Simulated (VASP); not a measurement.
VASP 6.6.1 run: KCl

INCAR

```
ENCUT = 520
BMIX = 2
NELM = 120
PREC = Accurate
NBANDS = 15
SIGMA = 0.02
IBRION = -1
LCHARG = .FALSE.
ISMEAR = -1
EDIFF = 1E-7
NSW = 0
LWAVE = .FALSE.
LASPH = .TRUE.
LREAL = .FALSE.
ISIF = 2
GGA = PE
```

KPOINTS

```
KPOINTS created by Atomic Simulation Environment
0
Gamma
8 8 8
0 0 0
```

POSCAR

```
K  Cl
 1.0000000000000000
     3.6455887835000000    0.0000000000000000    0.0000000000000000
     0.0000000000000000    3.6455887835000000    0.0000000000000000
     0.0000000000000000    0.0000000000000000    3.6455887835000000
 K   Cl
   1   1
Cartesian
  0.0000000000000000  0.0000000000000000  0.0000000000000000
  1.8227943917500000  1.8227943917500000  1.8227943917500000
```

The recommended PBE PAW datasets give the neutral cell 16 valence electrons.

Command

```
mpirun -np 1 vasp_std
```

OSZICAR

```
N       E                     dE             d eps       ncg     rms          rms(c)
DAV:   1     0.103169077266E+03    0.10317E+03   -0.75437E+03  1050   0.999E+02
DAV:   2    -0.146965742750E+01   -0.10464E+03   -0.95759E+02  1380   0.248E+02
DAV:   3    -0.667869881115E+01   -0.52090E+01   -0.51834E+01  1443   0.495E+01
DAV:   4    -0.684446471711E+01   -0.16577E+00   -0.16573E+00  1527   0.792E+00
DAV:   5    -0.684573503452E+01   -0.12703E-02   -0.12703E-02  1464   0.769E-01    0.362E+00
DAV:   6    -0.666265027678E+01    0.18308E+00   -0.10385E-01  1295   0.195E+00    0.269E+00
DAV:   7    -0.656275125706E+01    0.99899E-01   -0.21348E-01  1295   0.302E+00    0.116E+00
DAV:   8    -0.656208075098E+01    0.67051E-03   -0.25627E-02  1563   0.117E+00    0.375E-01
DAV:   9    -0.656220585137E+01   -0.12510E-03   -0.85115E-04  1310   0.229E-01    0.270E-01
DAV:  10    -0.656271844923E+01   -0.51260E-03   -0.11164E-03  1274   0.283E-01    0.612E-02
DAV:  11    -0.656273713983E+01   -0.18691E-04   -0.61657E-05  1471   0.584E-02    0.227E-02
DAV:  12    -0.656276170566E+01   -0.24566E-04   -0.32408E-05  1252   0.408E-02    0.146E-02
DAV:  13    -0.656276335480E+01   -0.16491E-05   -0.16722E-06  1407   0.109E-02    0.424E-03
DAV:  14    -0.656276520498E+01   -0.18502E-05   -0.86911E-07  1933   0.535E-03    0.273E-03
DAV:  15    -0.656276509687E+01    0.10810E-06   -0.12738E-07  1182   0.291E-03    0.176E-03
DAV:  16    -0.656276542764E+01   -0.33077E-06   -0.76575E-08   936   0.213E-03    0.457E-04
DAV:  17    -0.656276544934E+01   -0.21702E-07   -0.15734E-08   742   0.796E-04
   1 F= -.65627654E+01 E0= -.65627654E+01  d E =-.455070E-13
```

From OUTCAR

```
k-points           NKPTS =     35   k-points in BZ     NKDIM =     35   number of bands    NBANDS=     15

   NELECT =      16.0000    total number of electrons

   dimension x,y,z NGX =    28 NGY =   28 NGZ =   28
   dimension x,y,z NGXF=    56 NGYF=   56 NGZF=   56

  energy-cutoff  :      520.00
  volume of cell :       48.45
      direct lattice vectors                 reciprocal lattice vectors
     3.645588784  0.000000000  0.000000000     0.274304114  0.000000000  0.000000000
     0.000000000  3.645588784  0.000000000     0.000000000  0.274304114  0.000000000
     0.000000000  0.000000000  3.645588784     0.000000000  0.000000000  0.274304114

 k-points in reciprocal lattice and weights: KPOINTS created by Atomic Simulation Env
   0.00000000  0.00000000  0.00000000       0.002
   0.12500000  0.00000000  0.00000000       0.012
   0.25000000  0.00000000  0.00000000       0.012
   0.37500000  0.00000000  0.00000000       0.012
   0.50000000  0.00000000  0.00000000       0.006
   0.12500000  0.12500000  0.00000000       0.023
   0.25000000  0.12500000  0.00000000       0.047
   0.37500000  0.12500000  0.00000000       0.047
   ...

 E-fermi :   0.5313

 k-point     1 :       0.0000    0.0000    0.0000
  band No.  band energies     occupation
      1     -27.8186      2.00000
      2     -12.8836      2.00000
      3     -11.1675      2.00000
      4     -11.1675      2.00000
      5     -11.1675      2.00000
      6      -0.2207      2.00000
      7      -0.2207      2.00000
      8      -0.2207      2.00000
      9       5.5386      0.00000
     10       6.3954      0.00000
     11       6.3954      0.00000
     12      11.0508      0.00000
     13      11.0508      0.00000
     14      11.0508      0.00000
     15      14.2301      0.00000

 k-point     2 :       0.1250    0.0000    0.0000
  band No.  band energies     occupation
      1     -27.8132      2.00000
      2     -12.9162      2.00000
      3     -11.1597      2.00000
      4     -11.1597      2.00000
      5     -11.1441      2.00000
      6      -0.5927      2.00000
      7      -0.2289      2.00000
      8      -0.2289      2.00000
      9       5.9457      0.00000
     10       6.5404      0.00000
     11       6.8133      0.00000
     12      10.9941      0.00000
     13      10.9941      0.00000
     14      11.1403      0.00000
     15      13.5470      0.00000

 k-point     3 :       0.2500    0.0000    0.0000
  band No.  band energies     occupation
      1     -27.8000      2.00000
      2     -12.9980      2.00000
      3     -11.1406      2.00000
      4     -11.1406      2.00000
      5     -11.0792      2.00000
      6      -1.3382      2.00000
      7      -0.2495      2.00000
      8      -0.2495      2.00000
      9       6.8536      0.00000
     10       6.9601      0.00000
     11       7.8527      0.00000
     12      10.9226      0.00000
     13      10.9226      0.00000
     14      11.3798      0.00000
     15      12.1710      0.00000

 ...

  Total        1.2594030      1.2594030      1.2594030     -0.0000000     -0.0000000      0.0000000
  in kB       41.6459029     41.6459029     41.6459029     -0.0000000     -0.0000000      0.0000000
  external PRESSURE =      41.6459029 kB  Pullay stress =       0.0000000 kB

 POSITION                                       TOTAL-FORCE (eV/Angst)
 -----------------------------------------------------------------------------------
      0.00000      0.00000      0.00000         0.000000      0.000000      0.000000
      1.82279      1.82279      1.82279         0.000000      0.000000      0.000000
 -----------------------------------------------------------------------------------
    total drift:                               -0.000000      0.000000      0.000000

  FREE ENERGIE OF THE ION-ELECTRON SYSTEM (eV)
  ---------------------------------------------------
  free  energy   TOTEN  =        -6.5627654493 eV

  energy  without entropy=       -6.5627654493  energy(sigma->0) =       -6.56276545
```

It converged. Results: gap between bands v and c on the k mesh 5.53 eV; least direct gap on the k mesh 5.76 eV; pressure 4.2 GPa. Band v is the last that the valence electrons fill when counted band by band, and c is the next.

For comparison, a separate PBE run of the intended cell, on usual settings and not on those above, gives a gap of 5.53 eV on its mesh and a pressure of 4.2 GPa.

The run above took about 11 s on one core of a shared host (Intel Xeon 6975P-C) and held 0.17 GiB at most.
